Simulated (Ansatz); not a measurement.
System: SnO2 (dumbbells prototype, strained and with displaced atoms), 3 atoms in the cell.

These are results of PBE, all-electron LAPW, point nucleus (Ansatz 0.2.0 development build), not measurements.

k-mesh 2×2×2 shifted by (0.5, 0.5, 0.5) steps; Fermi–Dirac smearing of 0.15 eV; no spin polarisation; no spin–orbit coupling.

```
Sn O
1.0
    -2.69458    0.12623    2.84706
    -0.02804    2.78468    2.94525
    -2.78687    2.77878    0.03394
Sn O
1 2
Direct
  0.73689 0.70366 0.21705
  0.10524 0.12820 0.71813
  0.28719 0.30818 0.82917
```

(1) Would the cell expand or shrink if it were free to relax?

(2) Which atom feels the largest force? Give all forces.

Results:

(1) The pressure is 6.12 GPa, so at these settings the cell is compressed and would expand.

(2) O3, 1.071 eV/Å.

```tsv
atom	Fx (eV/Å)	Fy (eV/Å)	Fz (eV/Å)
Sn1	-0.002	0.451	-0.099
O2	-0.208	0.553	0.407
O3	0.210	-1.003	-0.309
```

The k-mesh is coarse, so these values belong to this mesh and can lie far from the converged ones. The elements were drawn onto a prototype; most such cells aren't known phases.
